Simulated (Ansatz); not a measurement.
The system is Se.

```xyz
1
Lattice="2.7895 0.0451 -0.0033 0.0451 2.7998 0.0051 -0.0033 0.0051 2.8434" Properties=species:S:1:pos:R:3 pbc="T T T"
Se    0.1264    0.0045   -0.0206
```

The cell isn't the ideal one: cell strained at random at fixed volume.

Base run:

```yaml
Program: Ansatz 0.2.0
Functional: PBEsol
Potentials_or_basis: all-electron LAPW, scalar-relativistic
Cutoff: 206 eV (chosen from the basis error)
Basis_error_allowed: 0.001 eV/atom
k_mesh: 9 × 9 × 9
Occupations: gaussian, width 0.1 eV
Spin: no spin polarisation
```

Its results: pressure -1.6 GPa.

The run is repeated on the same cell with these changes: functional from PBEsol to PBE. What comes out?

Pressure 2.0 GPa.

PBE binds less tightly than PBEsol, so the same cell stands under more pressure.
